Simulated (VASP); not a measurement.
# Ge (P6_3/mmc) in VASP: a series of runs, part 2 of 2

VASP 6.6.1. The steps go on from the part before.

**4. Relaxation of cell and atoms, r2SCAN**

Contents of INCAR:

```
PREC     = Accurate       # precision mode
ENCUT    = 600            # plane-wave cutoff, eV
EDIFF    = 1E-6           # SCF threshold, eV
ISMEAR   = -1             # smearing method
SIGMA    = 0.05           # smearing width, eV
LREAL    = F              # projectors in reciprocal space
LASPH    = T              # aspherical terms in the spheres
NELM     = 60             # most SCF steps
ALGO     = Normal         # electronic algorithm
ISIF     = 3              # what is computed and relaxed
LWAVE    = F              # write WAVECAR
LCHARG   = F              # write CHGCAR
METAGGA  = R2SCAN         # meta-GGA
LMIXTAU  = T            
IBRION   = 2              # ionic algorithm
NSW      = 60             # ionic steps
EDIFFG   = -0.02          # ionic threshold
```

Contents of KPOINTS:

```
Automatic mesh
0
Gamma
  6 6 3
```

Contents of POSCAR:

```
Ge
1.0
    3.9975858431      0.0000000000      0.0000000000
   -1.9987929216      3.4620108940      0.0000000000
    0.0000000000      0.0000000000      6.5993779500
Ge
4
Direct
    0.3333333333      0.6666666667      0.9370987500
    0.6666666667      0.3333333333      0.4370987500
    0.3333333333      0.6666666667      0.5629012500
    0.6666666667      0.3333333333      0.0629012500
```

Potentials or basis: VASP PAW PBE potentials, release 64 (Ge_d).

The run is started by

```sh
$ cat potpaw_PBE.64/Ge_d/POTCAR > POTCAR
$ mpirun -np 1 vasp_std > vasp.out
```

OUTCAR:

```text
PREC = Accurate
   ENCUT = 600
   EDIFF = 1E-6
   ISMEAR = -1
   LREAL = F
   LASPH = T
   NELM = 60
   ISIF = 3
   METAGGA = R2SCAN
   IBRION = 2
   NSW = 60
   EDIFFG = -0.02

 ion  position               nearest neighbor table
   1  0.333  0.667  0.937-   4 2.45   4 2.45   4 2.45   3 2.47
   2  0.667  0.333  0.437-   3 2.45   3 2.45   3 2.45   4 2.47
   3  0.333  0.667  0.563-   2 2.45   2 2.45   2 2.45   1 2.47
   4  0.667  0.333  0.063-   1 2.45   1 2.45   1 2.45   2 2.47

  LATTYP: Found a hexagonal cell.
 ALAT       =     3.9975858431
 C/A-ratio  =     1.6508408347

  Lattice vectors:

 A1 = (   3.9975858431,   0.0000000000,   0.0000000000)
 A2 = (  -1.9987929216,   3.4620108940,   0.0000000000)
 A3 = (   0.0000000000,   0.0000000000,   6.5993779500)

Analysis of symmetry for initial positions (statically):
=====================================================================
 Subroutine PRICEL returns:
 Original cell was already a primitive cell.

 Routine SETGRP: Setting up the symmetry group for a
 hexagonal supercell.

 Subroutine GETGRP returns: Found 24 space group operations
 (whereof 12 operations were pure point group operations)
[... 151 lines left out ...]

 number of electron      55.9999987 magnetization

 Free energy of the ion-electron system (eV)
  ---------------------------------------------------
  ext. energy  EPLUGINS =         0.00000000
  ---------------------------------------------------
  free energy    TOTEN  =       -55.37148111 eV

  energy without entropy =      -55.36965578  energy(sigma->0) =      -55.37056844

------------------------ aborting loop because EDIFF is reached ----------------------------------------

  FORCE on cell =-STRESS in cart. coord.  units (eV):
  Direction    XX          YY          ZZ          XY          YZ          ZX
  --------------------------------------------------------------------------------------
  -------------------------------------------------------------------------------------
  Total        0.0468526      0.0468526     -0.1245594     -0.0000000      0.0000000      0.0000000
  in kB        0.8218930      0.8218930     -2.1850330     -0.0000000      0.0000000      0.0000000
  external PRESSURE =      -0.1804156 kB  Pullay stress =       0.0000000 kB
[... 63 lines left out ...]
--------------------------------------- Ionic step        3  -------------------------------------------

 number of electron      55.9999987 magnetization

 Free energy of the ion-electron system (eV)
  ---------------------------------------------------
  ext. energy  EPLUGINS =         0.00000000
  ---------------------------------------------------
  free energy    TOTEN  =       -55.37150596 eV

  energy without entropy =      -55.36966349  energy(sigma->0) =      -55.37058472

 E-fermi :   4.9547     XC(G=0): -10.7676

 val. band max:        4.9015421378   @ k =   0.0000   0.0000   0.0000
 cond. band min:       4.9571499245   @ k =   0.0000   0.0000   0.0000
 fundamental gap:      0.0556077867
 Fermi energy:         4.9547362260

 k-point     1 :       0.0000    0.0000    0.0000
  band No.  band energies     occupation
      1     -20.7955      2.00000
      2     -20.7955      2.00000
      3     -20.7578      2.00000
      4     -20.7550      2.00000
      5     -20.7550      2.00000
      6     -20.7444      2.00000
[... 524 lines left out ...]
  FREE ENERGIE OF THE ION-ELECTRON SYSTEM (eV)
  ---------------------------------------------------
  free  energy   TOTEN  =       -55.3715059555 eV

  energy  without entropy=      -55.3696634901  energy(sigma->0) =      -55.37058472

 reached required accuracy - stopping structural energy minimisation
```

It took 5.7 min on 1 thread of Intel Xeon Platinum 8488C (Sapphire Rapids), shared host; peak memory 0.25 GiB.

Results:

```yaml
Free_energy: -55.3715 eV
Relaxed_volume: 22.83 Å³/atom
Relaxed_cell: a = 3.999 Å, b = 3.999 Å, c = 6.595 Å, α = 90.00°, β = 90.00°, γ = 120.00°
Space_group_after_relaxing_to_0.05_Å: P6_3/mmc (No. 194)
Energy_gained_by_relaxing: 0.0 meV/atom
Ionic_steps: 3
Pressure_after_relaxing: 0.0 GPa
Largest_force_after_relaxing: 0.006 eV/Å
Band_gap_on_the_k_mesh: 0.06 eV, direct
```

Forces on the atoms (eV/Å):
```
Ge   0.000  0.000  0.006
Ge   0.000  0.000  0.006
Ge   0.000  0.000 -0.006
Ge   0.000  0.000 -0.006
```

Final structure:
```
CELL_PARAMETERS angstrom
3.99865 0.00000 0.00000
-1.99933 3.46294 0.00000
0.00000 0.00000 6.59469
ATOMIC_POSITIONS crystal
Ge 0.33333 0.66667 0.93708
Ge 0.66667 0.33333 0.43708
Ge 0.33333 0.66667 0.56292
Ge 0.66667 0.33333 0.06292
```

Levels at points of the mesh, in eV from the valence-band top:
| k point | band 26 | band 27 | band 28 | band 29 | band 30 | band 31 |
| --- | --- | --- | --- | --- | --- | --- |
| (0.00, 0.00, 0.00) | -0.29 | 0.00 | 0.00 | 0.06 | 0.25 | 2.29 |
| (0.50, 0.00, 0.00) | -3.34 | -3.02 | -1.65 | 0.62 | 1.83 | 3.72 |

Caveat: the PAW data sets were made with another functional, which shifts forces and pressure a little; an odd mesh through Γ misses points on the zone boundary, where band edges often lie.

**5. Relaxation of cell and atoms, SCAN**

INCAR, as its differences from that of step 4:

```diff
@@ -12,3 +12,3 @@
 LCHARG   = F              # write CHGCAR
-METAGGA  = R2SCAN         # meta-GGA
+METAGGA  = SCAN           # meta-GGA
 LMIXTAU  = T
```

KPOINTS is that of step 4.

POSCAR is that of step 4.

The run is started by

```sh
$ cat potpaw_PBE.64/Ge_d/POTCAR > POTCAR
$ mpirun -np 1 vasp_std > vasp.out
```

Wall time 15 min (1 thread of Intel Xeon Platinum 8488C (Sapphire Rapids), shared host); peak memory 0.26 GiB.

Results (log left out):

| Quantity | Value |
| --- | --- |
| Free energy | -76.1127 eV |
| Relaxed volume | 22.63 Å³/atom |
| Relaxed cell | a = 3.989 Å, b = 3.989 Å, c = 6.567 Å, α = 90.00°, β = 90.00°, γ = 120.00° |
| Space group after relaxing (to 0.05 Å) | P6_3/mmc (No. 194) |
| Energy gained by relaxing | 0.3 meV/atom |
| Ionic steps | 8 |
| Pressure after relaxing | 0.0 GPa |
| Band gap on the k mesh | none (metal or under the smearing width) |

Forces on the atoms (eV/Å):
```
Ge   0.000  0.000 -0.002
Ge   0.000  0.000 -0.002
Ge   0.000  0.000  0.002
Ge   0.000  0.000  0.002
```

Step by step:
| step | energy change (eV) | largest force (eV/Å) | pressure (GPa) | volume (Å³) |
| --- | --- | --- | --- | --- |
| 1 | 0.0000 | 0.0187 | -0.58 | 91.33 |
| 2 | -0.0006 | 0.0424 | 0.24 | 90.25 |
| 3 | -0.0012 | 0.0138 | -0.13 | 90.75 |
| 4 | -0.0012 | 0.0233 | -0.02 | 90.58 |
| 5 | -0.0011 | 0.0242 | -0.02 | 90.57 |
| 6 | -0.0010 | 0.0331 | 0.12 | 90.41 |
| 7 | -0.0011 | 0.0250 | 0.02 | 90.55 |
| 8 | -0.0011 | 0.0024 | 0.04 | 90.51 |

Final structure:
```
CELL_PARAMETERS angstrom
3.98932 0.00000 0.00000
-1.99466 3.45485 0.00000
0.00000 0.00000 6.56694
ATOMIC_POSITIONS crystal
Ge 0.33333 0.66667 0.93716
Ge 0.66667 0.33333 0.43716
Ge 0.33333 0.66667 0.56284
Ge 0.66667 0.33333 0.06284
```

Levels at points of the mesh, in eV from the Fermi level:
```csv
k point,band 25,band 26,band 27,band 28,band 29,band 30,band 31,band 32
"(0.00, 0.00, 0.00)",-1.69,-0.29,-0.07,-0.01,-0.01,0.11,2.28,2.28
"(0.50, 0.00, 0.00)",-4.88,-3.34,-3.04,-1.64,0.54,1.76,3.67,3.82
```

Caveat: the PAW data sets were made with another functional, which shifts forces and pressure a little.

**6. The reference run**

An earlier run on the cell as given: functional PBE; potentials or basis VASP PAW PBE potentials, release 64 (Ge_d); cutoff 520 eV; k mesh 8 × 8 × 4; occupations fermi-dirac, width 0.05 eV; no spin polarisation.

* Pressure: 2.9 GPa
* Largest force: 0.014 eV/Å
* Band gap on the k mesh: 0.12 eV, direct

**7. The runs side by side**

| task | level | cell | k mesh | cutoff (eV) | gap on the mesh (eV) | pressure (GPa) | relaxed volume (Å³/atom) | largest force (eV/Å) |
| --- | --- | --- | --- | --- | --- | --- | --- | --- |
| relaxation of cell and atoms | AM05 | relaxed | 6 × 6 × 3 | 600 | 0.13 | -0.1 | 22.89 | - |
| relaxation of cell and atoms | PW91 | relaxed | 6 × 6 × 3 | 600 | 0.25 | 0.0 | 23.92 | 0.02 |
| relaxation of cell and atoms | r2SCAN | relaxed | 6 × 6 × 3 | 600 | 0.06 | 0.0 | 22.83 | 0.01 |
| relaxation of cell and atoms | SCAN | relaxed | 6 × 6 × 3 | 600 | none | 0.0 | 22.63 | - |
| single point | PBE | as given | 8 × 8 × 4 | 520 | 0.12 | 2.9 | - | 0.01 |

Alike in all rows: potentials or basis VASP PAW PBE potentials, release 64 (Ge_d); no spin polarisation; smearing fermi-dirac 0.05 eV.

Caveats: the PAW data sets were made with another functional, which shifts forces and pressure a little (some runs); an odd mesh through Γ misses points on the zone boundary, where band edges often lie (some runs).

Total energies depend on the potentials used, so only differences within one code and one set of settings carry meaning.
